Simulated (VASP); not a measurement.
Set up this calculation in VASP 6.6.1, as an ASE script.

```yaml
Task: density of states
Functional: optPBE-vdW
Potentials_or_basis: VASP PAW PBE potentials, release 64 (S, Mg)
Cutoff: 520 eV
k_mesh: 8 × 8 × 8
Occupations: fermi-dirac, width 0.02 eV
Spin: no spin polarisation
Further_INCAR_settings: ALGO = Fast; EDIFF = 1.00e-06
```

The structure of MgS lies in POSCAR:

```
MgS
1.0
    0.0000000000      2.8331200468      2.8331200468
    2.8331200468      0.0000000000      2.8331200468
    2.8331200468      2.8331200468      0.0000000000
S Mg
1 1
Direct
    0.2500000000      0.2500000000      0.2500000000
    0.0000000000      0.0000000000      0.0000000000
```

The cell comes from a database or a generator and needn't be the stable form of this composition.

The input as run:

run.py

```python
from ase.calculators.vasp import Vasp
from ase.dft.dos import DOS
from ase.io import read

atoms = read('POSCAR')
calc = Vasp(
    directory='calc',
    xc='optpbe-vdw',
    pp='PBE',
    setups='recommended',
    prec='Accurate',
    encut=520,
    ediff=1e-06,
    ismear=-1,
    sigma=0.02,
    lreal=False,
    lasph=True,
    nelm=60,
    algo='Fast',
    isif=2,
    lwave=False,
    lcharg=False,
    lorbit=11,
    kpts=[8, 8, 8],
    gamma=True,
)
atoms.calc = calc

print('energy (eV):', atoms.get_potential_energy())
print('free energy (eV):', atoms.get_potential_energy(force_consistent=True))
print('forces (eV/A):')
print(atoms.get_forces())
print('stress (eV/A^3, Voigt):', atoms.get_stress())
print('Fermi level (eV):', calc.get_fermi_level())
dos = DOS(calc, width=0.2, window=(-10, 10), npts=301)
print('E - E_F (eV), DOS (1/eV)')
for e, g in zip(dos.get_energies(), dos.get_dos()):
    print(f'{e:8.3f} {g:10.4f}')
```

Potentials or basis: VASP PAW PBE potentials, release 64 (S, Mg).

The run is started by

```bash
$ python run.py
```

It gave:

```yaml
Pressure: 0.8 GPa
Band_gap_on_the_k_mesh: 3.55 eV, direct
Valence_electrons_inside_the_program's_atomic_spheres: S 3.83; Mg 0.34
```

Caveat: the PAW data sets were made with another functional, which shifts forces and pressure a little.

Run time: 29 s on 1 thread of AMD EPYC 9R45 (Zen 5) (shared host), peak memory 0.32 GiB.
